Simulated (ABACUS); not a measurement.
# Ta (Im-3m) in ABACUS: further runs

One crystal, Ta, is run at these levels: AM05, BLYP, LDA, TASK; tasks: single point, relaxation of cell and atoms.

Program: ABACUS 3.10.1. These are calculated values, not measurements. Logs are shortened: lines on timing, memory, paths and dates and some standing lists are left out, and cuts for length are marked.

### 1 The structure

It takes space group Im-3m (No. 229, cubic). Conventional cell: a = 3.303 Å, b = 3.303 Å, c = 3.303 Å, α = 90.00°, β = 90.00°, γ = 90.00°. Ta (site symmetry m-3m) has 8 Ta at 2.86 Å as nearest neighbours.

### 2 Single point, AM05

The input, INPUT:

```
INPUT_PARAMETERS
suffix              Ta
calculation         scf
basis_type          pw
pseudo_dir          ./
symmetry            1
dft_functional      GGA_X_AM05+GGA_C_AM05
ecutwfc             132
pseudo_rcut         10
nspin               1
nbands              24
ks_solver           dav
smearing_method     fd
smearing_sigma      0.00367493
scf_thr             1e-08
scf_nmax            100
mixing_type         broyden
mixing_beta         0.7
cal_force           1
cal_stress          1
out_chg             1
kpar                4
```

The input, STRU:

```
ATOMIC_SPECIES
Ta 180.9479 Ta.upf

LATTICE_CONSTANT
1.8897261246

LATTICE_VECTORS
-1.6512800000 1.6512800000 1.6512800000
1.6512800000 -1.6512800000 1.6512800000
1.6512800000 1.6512800000 -1.6512800000

ATOMIC_POSITIONS
Direct

Ta
0.0
1
0.0000000000 0.0000000000 0.0000000000 1 1 1
```

The input, KPT:

```
K_POINTS
0
Gamma
9 9 9 0 0 0
```

Potentials or basis: PseudoDojo NC SR 0.5 PBE stringent, plane waves.

Started as:

```sh
$ OMP_NUM_THREADS=1 mpirun -np 4 abacus > log
```

running log:

```text
ABACUS v3.10.1

               Atomic-orbital Based Ab-initio Computation at UStc

 ------------------------------------------------------------------------------------

 READING GENERAL INFORMATION
                           global_out_dir = OUT.Ta/
                           global_in_card = INPUT
                               pseudo_dir = ./
                              orbital_dir =
                                    DSIZE = 4
                                    GSIZE = 1

 READING UNITCELL INFORMATION
                                    ntype = 1
                  lattice constant (Bohr) = 1.88973
              lattice constant (Angstrom) = 1

 READING ATOM TYPE 1
                               atom label = Ta
                      L=0, number of zeta = 1
                      L=1, number of zeta = 1
                      L=2, number of zeta = 1
             number of atom for this type = 1

                        TOTAL ATOM NUMBER = 1
DIRECT COORDINATES
    atom                   x                   y                   z     mag                  vx                  vy                  vz
taud_Ta1            0.0000000000        0.0000000000        0.0000000000  0.0000        0.0000000000        0.0000000000        0.0000000000

                          Volume (Bohr^3) = 121.54
                             Volume (A^3) = 18.0103

 Lattice vectors: (Cartesian coordinate: in unit of a_0)
             -1.65128            +1.65128            +1.65128
             +1.65128            -1.65128            +1.65128
             +1.65128            +1.65128            -1.65128
 Reciprocal vectors: (Cartesian coordinate: in unit of 2 pi/a_0)
                   +0           +0.302795           +0.302795
            +0.302795                  +0           +0.302795
            +0.302795           +0.302795                  +0
 The esolver type has been set to : ksdft_pw

                PAO radial cut off (Bohr) = 10

 Read in pseudopotential file is Ta.upf
                     pseudopotential type = NC
          exchange-correlation functional = PBE
                 nonlocal core correction = 1
                        valence electrons = 27
                                     lmax = 3
                           number of zeta = 5
                     number of projectors = 8
                           L of projector = 0
                           L of projector = 0
                           L of projector = 1
                           L of projector = 1
                           L of projector = 2
                           L of projector = 2
                           L of projector = 3
                           L of projector = 3
 XC functional updated to : GGA_X_AM05+GGA_C_AM05
          exchange-correlation functional = GGA_X_AM05+GGA_C_AM05
     initial pseudo atomic orbital number = 17

 SETUP THE ELECTRONS NUMBER
            electron number of element Ta = 27
      total electron number of element Ta = 27
[... 140 lines left out ...]
        1            345           4189

 SETUP NONLOCAL PSEUDOPOTENTIALS IN PLANE WAVE BASIS
 Ta non-local projectors:
 projector 1 L=0
 projector 2 L=0
 projector 3 L=1
 projector 4 L=1
 projector 5 L=2
 projector 6 L=2
 projector 7 L=3
 projector 8 L=3
      TOTAL NUMBER OF NONLOCAL PROJECTORS = 32

 Init Non-Local PseudoPotential table :
 Init Non-Local-Pseudopotential done.

                                     npwx = 3132

 Make real space PAO into reciprocal space.
       max mesh points in Pseudopotential = 1001
     dq(describe PAO in reciprocal space) = 0.01
                                    max q = 1383

 number of pseudo atomic orbitals for Ta is 5
WARNING: norm of atomic wavefunction # 4 of atomic type Ta is 0.999937, renormalized
WARNING: norm of atomic wavefunction # 5 of atomic type Ta is 0.999865, renormalized

 -------------------------------------------
 SELF-CONSISTENT
 -------------------------------------------
                                 init_chg = atomic

 PW ALGORITHM --------------- ION=   1  ELEC=   1--------------------------------
 Notice: Threshold on eigenvalues was too large.
 hsover_error=0.27 > DRHO=0.0382549
 Origin diag ethr = 0.01
 New diag ethr = 0.000141685

 Density error is 0.039235510148
                          Error Threshold = 0.00014168467949
----------------------------------------------------------
     Energy           Rydberg                 eV
----------------------------------------------------------
 E_KohnSham     -647.4015657930      -8808.3501889061
 E_Harris       -651.9666704558      -8870.4616242870
 E_Fermi        1.7354955735         23.6126286530
----------------------------------------------------------
[... 51 lines left out ...]
 Density error is 9.34328006106e-10
                          Error Threshold = 4.802925926e-11
----------------------------------------------------------
     Energy           Rydberg                 eV
----------------------------------------------------------
 E_KohnSham     -647.4123733245      -8808.4972329159
 E_KS(sigma->0) -647.4116978352      -8808.4880424133
 E_Harris       -647.4124373794      -8808.4981044285
 E_band         1.8012226709         24.5068916913
 E_one_elec     -310.7865055635      -4228.4673371728
 E_Hartree      192.2874137348       2616.2044804762
 E_xc           -103.8151063999      -1412.4769855153
 E_Ewald        -425.0968241173      -5783.7390096988
 E_entropy(-TS) -0.0013509785        -0.0183810052
 E_descf        0.0000000000         0.0000000000
 E_exx          0.0000000000         0.0000000000
 E_Fermi        1.7160456101         23.3479983258
----------------------------------------------------------

 charge density convergence is achieved
 final etot is -8808.4972329 eV
 EFERMI = 23.347998326 eV

 STATE ENERGY(eV) AND OCCUPATIONS    NSPIN == 1
 1/9 kpoint (Cartesian) = 0.0000 0.0000 0.0000 (3103 pws)
       1       -43.8481     0.00274348
       2       -9.81595     0.00274348
       3       -9.81595     0.00274348
       4       -9.81595     0.00274348
       5        4.81909     0.00274348
       6        4.81909     0.00274348
[... 146 lines left out ...]
      23        47.5719        0.00000
      24        53.5120        0.00000

[... levels at 3 further k points ...]

------------------------------------------------------------------------------------------
 TOTAL-FORCE (eV/Angstrom)
------------------------------------------------------------------------------------------
                       Ta1         0.0000000000         0.0000000000         0.0000000000
------------------------------------------------------------------------------------------

----------------------------------------------------------------
 TOTAL-STRESS (KBAR)
----------------------------------------------------------------
       -57.9954919399        -0.0000000000        -0.0000000000
        -0.0000000000       -57.9954919399         0.0000000000
         0.0000000000         0.0000000000       -57.9954919399
----------------------------------------------------------------
 TOTAL-PRESSURE: -57.995492 KBAR

 --------------------------------------------
 !FINAL_ETOT_IS -8808.4972329159463698 eV
 --------------------------------------------
```

It took 4.7 s on 4 MPI ranks of AMD EPYC 9R45 (Zen 5), shared host; peak memory 0.4 GiB.

Results:

```yaml
Free_energy: -8808.4972 eV
Pressure: -5.8 GPa
Band_gap_on_the_k_mesh: none (metal or under the smearing width)
```

Caveat: the potentials were made for another functional, which shifts forces and pressure.

### 3 Single point, BLYP

The input, INPUT:

```
INPUT_PARAMETERS
suffix              Ta
calculation         scf
basis_type          lcao
pseudo_dir          ./
orbital_dir         ./
latname             bcc
symmetry            1
dft_functional      GGA_X_B88+GGA_C_LYP
ecutwfc             132
pseudo_rcut         10
nspin               1
nbands              24
ks_solver           genelpa
smearing_method     fd
smearing_sigma      0.00367493
scf_thr             1e-07
scf_nmax            100
mixing_type         broyden
mixing_beta         0.7
cal_force           1
cal_stress          1
out_mul             1
out_chg             1
```

The input, STRU:

```
ATOMIC_SPECIES
Ta 180.9479 Ta.upf

NUMERICAL_ORBITAL
Ta_confined-atom_7au_3s2p2d2f.orb

LATTICE_CONSTANT
6.2409339101

ATOMIC_POSITIONS
Direct

Ta
0.0
1
0.0000000000 0.0000000000 0.0000000000 1 1 1
```

The input, KPT:

```
K_POINTS
0
Gamma
10 10 10 0 0 0
```

Potentials or basis: PseudoDojo NC SR 0.5 PBE stringent, DZP LCAO (the cutoffs set its grid).

Started as:

```sh
$ OMP_NUM_THREADS=1 mpirun -np 4 abacus > log
```

Run time: 3 s. Hardware: 4 MPI ranks of AMD EPYC 9R45 (Zen 5), shared host; peak memory 0.44 GiB.

The run converged. Its results:

```yaml
Free_energy: -8809.9428 eV
Pressure: 9.0 GPa
Band_gap_on_the_k_mesh: none (metal or under the smearing width)
```

Levels at points of the mesh, in eV from the Fermi level:
| k point | band 9 | band 10 | band 11 | band 12 | band 13 | band 14 | band 15 | band 16 | band 17 | band 18 |
| --- | --- | --- | --- | --- | --- | --- | --- | --- | --- | --- |
| (0.00, 0.00, 0.00) | -18.91 | -18.91 | -18.91 | -7.79 | 0.60 | 0.60 | 0.60 | 3.86 | 3.86 | 14.87 |
| (0.50, 0.50, 0.00) | -18.90 | -18.90 | -18.89 | -4.34 | -1.61 | 1.80 | 3.73 | 4.73 | 7.53 | 11.52 |
| (0.50, 0.50, 0.50) | -18.87 | -18.87 | -18.87 | -3.77 | -3.77 | 6.59 | 6.59 | 6.59 | 8.80 | 8.80 |

Caveat: the atomic orbitals were generated for these runs and aren't a published set; the potentials were made for another functional, which shifts forces and pressure; the basis of atomic orbitals isn't converged, which shifts pressures, moduli and gaps.

### 4 Single point, LDA

The input, run_abacus.py:

```python
"""ABACUS run from a structure file: ASE reads it, the script writes STRU, KPT and INPUT."""
import re
import subprocess
from ase.io import read
from ase.units import Bohr

atoms = read("Ta.cif")
atoms = atoms[(-atoms.numbers).argsort(kind="stable")]  # ABACUS lists atoms element by element
pseudo = {'Ta': 'Ta.upf'}
orbital = {'Ta': 'Ta_confined-atom_7au_3s2p2d2f.orb'}
magmoms = None
kmesh = [10, 10, 10]
params = {
    'suffix': 'Ta',
    'calculation': 'scf',
    'basis_type': 'lcao',
    'pseudo_dir': './',
    'orbital_dir': './',
    'symmetry': 1,
    'dft_functional': 'pz',
    'ecutwfc': 132,
    'pseudo_rcut': 10,
    'nspin': 1,
    'nbands': 24,
    'ks_solver': 'genelpa',
    'smearing_method': 'fd',
    'smearing_sigma': 0.00367493,
    'scf_thr': 1e-07,
    'scf_nmax': 100,
    'mixing_type': 'broyden',
    'mixing_beta': 0.7,
    'cal_force': 1,
    'cal_stress': 1,
    'out_mul': 1,
    'out_chg': 1,
}

symbols = atoms.get_chemical_symbols()
elements = list(dict.fromkeys(symbols))
lines = ["ATOMIC_SPECIES"] + [f"{e} {atoms.get_masses()[symbols.index(e)]:.4f} {pseudo[e]}" for e in elements]
if orbital:
    lines += ["", "NUMERICAL_ORBITAL"] + [orbital[e] for e in elements]
lines += ["", "LATTICE_CONSTANT", f"{1 / Bohr:.10f}", "", "LATTICE_VECTORS"]
lines += [" ".join(f"{x:.10f}" for x in v) for v in atoms.cell]
lines += ["", "ATOMIC_POSITIONS", "Direct"]
for e in elements:
    lines += ["", e, "0.0", str(symbols.count(e))]
    for i, p in enumerate(atoms.get_scaled_positions(wrap=False)):
        if symbols[i] == e:
            mag = "" if magmoms is None else " mag " + " ".join(str(x) for x in (magmoms[i] if isinstance(magmoms[i], list) else [magmoms[i]]))
            lines.append(" ".join(f"{x:.10f}" for x in p) + " 1 1 1" + mag)
open("STRU", "w").write("\n".join(lines) + "\n")
open("KPT", "w").write("K_POINTS\n0\nGamma\n%d %d %d 0 0 0\n" % tuple(kmesh))
open("INPUT", "w").write("INPUT_PARAMETERS\n" + "".join(f"{k:<20s}{v}\n" for k, v in params.items()))

done = subprocess.run(['mpirun', '-np', '4', 'abacus'])
if done.returncode:
    raise SystemExit(done.returncode)
log = open("OUT.Ta/running_scf.log").read()
print("final energy (eV):", re.findall(r"FINAL_ETOT_IS (\S+)", log))
```

The input, Ta.cif:

```cif
data_Ta
_cell_length_a 2.86010086
_cell_length_b 2.86010086
_cell_length_c 2.86010086
_cell_angle_alpha 109.47122063
_cell_angle_beta 109.47122063
_cell_angle_gamma 109.47122063
_space_group_name_H-M_alt 'P1'
_space_group_name_Hall 'P 1'
_space_group_IT_number 1
loop_
_space_group_symop_operation_xyz
'x,y,z'
loop_
_atom_site_label
_atom_site_type_symbol
_atom_site_symmetry_multiplicity
_atom_site_Wyckoff_symbol
_atom_site_fract_x
_atom_site_fract_y
_atom_site_fract_z
_atom_site_occupancy
Ta1 Ta 1 a 0.0000000000 0.0000000000 0.0000000000 1
```

Potentials or basis: PseudoDojo NC SR 0.4.1 LDA stringent, DZP LCAO (the cutoffs set its grid).

Started as:

```sh
$ OMP_NUM_THREADS=1 python run_abacus.py > log
```

running log:

```text
ABACUS v3.10.1

               Atomic-orbital Based Ab-initio Computation at UStc

 ------------------------------------------------------------------------------------

 READING GENERAL INFORMATION
                           global_out_dir = OUT.Ta/
                           global_in_card = INPUT
                               pseudo_dir = ./
                              orbital_dir = ./
                                    DSIZE = 4
                                    GSIZE = 1

 READING UNITCELL INFORMATION
                                    ntype = 1
                  lattice constant (Bohr) = 1.88973
              lattice constant (Angstrom) = 1

 READING ATOM TYPE 1
                               atom label = Ta
                      L=0, number of zeta = 3
                      L=1, number of zeta = 2
                      L=2, number of zeta = 2
                      L=3, number of zeta = 2
             number of atom for this type = 1

                        TOTAL ATOM NUMBER = 1
DIRECT COORDINATES
    atom                   x                   y                   z     mag                  vx                  vy                  vz
taud_Ta1            0.0000000000        0.0000000000        0.0000000000  0.0000        0.0000000000        0.0000000000        0.0000000000

                          Volume (Bohr^3) = 121.54
[... 295 lines left out ...]
 E_KS(sigma->0) -648.3100665431      -8820.7109757455
 E_Harris       -648.3104417251      -8820.7160803579
 E_band         0.8472429420         11.5273316017
 E_one_elec     -311.5985236706      -4239.5154103074
 E_Hartree      192.3028087365       2616.4139402202
 E_xc           -103.9171520350      -1413.8653876085
 E_Ewald        -425.0968234579      -5783.7390007270
 E_entropy(-TS) -0.0007522323        -0.0102346455
 E_descf        0.0000000000         0.0000000000
 E_exx          0.0000000000         0.0000000000
 E_Fermi        1.7016936759         23.1527302428
----------------------------------------------------------

 charge density convergence is achieved
 final etot is -8820.7160931 eV
 EFERMI = 23.152730243 eV

 STATE ENERGY(eV) AND OCCUPATIONS    NSPIN == 1
 1/47 kpoint (Cartesian) = 0.0000 0.0000 0.0000 (779 pws)
       1       -44.4608     0.00200000
       2       -10.0645     0.00200000
       3       -10.0645     0.00200000
       4       -10.0645     0.00200000
       5        4.15231     0.00200000
       6        4.15231     0.00200000
[... 146 lines left out ...]
      23        50.5579        0.00000
      24        53.0228        0.00000

[... levels at 41 further k points ...]

 correction force for each atom along direction 1 is 2.39757e-11
 correction force for each atom along direction 2 is 1.97366e-11
 correction force for each atom along direction 3 is -3.20530e-11
------------------------------------------------------------------------------------------
 TOTAL-FORCE (eV/Angstrom)
------------------------------------------------------------------------------------------
                       Ta1         0.0000000000         0.0000000000         0.0000000000
------------------------------------------------------------------------------------------

----------------------------------------------------------------
 TOTAL-STRESS (KBAR)
----------------------------------------------------------------
       -83.0414106472         0.0000000072         0.0000000124
         0.0000000072       -83.0414106438         0.0000000160
         0.0000000124         0.0000000160       -83.0414106257
----------------------------------------------------------------
 TOTAL-PRESSURE: -83.041411 KBAR

 --------------------------------------------
 !FINAL_ETOT_IS -8820.7160930682166509 eV
 --------------------------------------------
```

INPUT:

```text
INPUT_PARAMETERS
suffix              Ta
calculation         scf
basis_type          lcao
pseudo_dir          ./
orbital_dir         ./
symmetry            1
dft_functional      pz
ecutwfc             132
pseudo_rcut         10
nspin               1
nbands              24
ks_solver           genelpa
smearing_method     fd
smearing_sigma      0.00367493
scf_thr             1e-07
scf_nmax            100
mixing_type         broyden
mixing_beta         0.7
cal_force           1
cal_stress          1
out_mul             1
out_chg             1
```

STRU:

```text
ATOMIC_SPECIES
Ta 180.9479 Ta.upf

NUMERICAL_ORBITAL
Ta_confined-atom_7au_3s2p2d2f.orb

LATTICE_CONSTANT
1.8897261258

LATTICE_VECTORS
2.8601008600 0.0000000000 0.0000000000
-0.9533669531 2.6965289507 0.0000000000
-0.9533669531 -1.3482644749 2.3352625736

ATOMIC_POSITIONS
Direct

Ta
0.0
1
0.0000000000 0.0000000000 0.0000000000 1 1 1
```

Run time: 4.8 s. Hardware: 4 MPI ranks of Intel Xeon Platinum 8488C (Sapphire Rapids), shared host; peak memory 0.44 GiB.

What came out:

```yaml
Free_energy: -8820.7161 eV
Pressure: -8.3 GPa
Band_gap_on_the_k_mesh: none (metal or under the smearing width)
```

Caveat: the atomic orbitals were generated for these runs and aren't a published set; the basis of atomic orbitals isn't converged, which shifts pressures, moduli and gaps.

[end of part 1 of 2]
